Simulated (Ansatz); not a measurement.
InSe, one cell by several methods

```xyz
4
Lattice="5.8679 -2.0550 0.0000 5.8679 2.0550 0.0000 -1.5994 0.0000 4.3237" Properties=species:S:1:pos:R:3 pbc="T T T"
In   10.3665    0.0000    0.0216
In   -0.2301    0.0000    4.3020
Se    6.7188    0.0000    2.7758
Se    3.4176    0.0000    1.5479
```

Atom numbers follow the list: In1, In2, Se3, Se4.

Conventional cell: a = 11.736 Å, b = 4.110 Å, c = 4.610 Å, α = 90.00°, β = 110.30°, γ = 90.00°. In (atom 1) is surrounded by 3 Se at 2.58 to 2.78 Å and 1 In at 2.74 Å. Se (atom 3) is surrounded by 3 In at 2.58 to 2.78 Å.

The cell is COD entry 1540841, as deposited and not checked against the literature; nothing was relaxed.

No spin–orbit coupling, which matters for the heavy atoms here.

Methods: DFT, PBEsol, PAW with Ansatz's default frozen-core files, scalar-relativistic (Ansatz 0.2.0); DFT, PBEsol, all-electron PAW with datasets made for the crystal, scalar-relativistic (Ansatz 0.2.0); DFT, PBEsol, all-electron LAPW, scalar-relativistic (Ansatz 0.2.0).

For PAW: a Γ-centred 7×7×6 k mesh, Fermi–Dirac smearing of 0.02 eV, cutoff 420 eV, no spin polarisation; the PAW files were made with PBE, and the program remakes their frozen cores for this functional. The crystal-made all-electron datasets (AE datasets) take a cutoff of 240 eV at this cell. LAPW targets a basis error of 0.5 meV/atom. The Ansatz runs share mesh, smearing and spin set-up. Plane-wave (PAW) pressures include the program's estimate of the Pulay term.

Stress and pressure are positive in compression.

Levels count from the top of the valence band.

```
                       quantity     PAW  AE datasets    LAPW
                 pressure (GPa)   -0.15        -0.14   -0.14
                stress xx (GPa)    1.83         1.84    1.84
                stress yy (GPa)   -1.56        -1.55   -1.55
                stress zz (GPa)   -0.73        -0.72   -0.72
                stress xz (GPa)    2.18         2.18    2.18
         force on In1, z (eV/Å)   0.515        0.514   0.514
         force on Se3, x (eV/Å)  -0.695       -0.695  -0.695
                  band gap (eV)   0.864            ?   0.865
 highest filled level at C (eV)  -1.151       -1.150  -1.150
   lowest empty level at C (eV)   2.129        2.130   2.130
 highest filled level at A (eV)  -0.389       -0.389  -0.389
   lowest empty level at A (eV)   1.033        1.034   1.034
highest filled level at D2 (eV)  -1.274       -1.274  -1.274
  lowest empty level at D2 (eV)   1.109        1.110   1.110
```

(1) Fill in "AE datasets" for the row "band gap (eV)".

Answers

(1) 0.884.
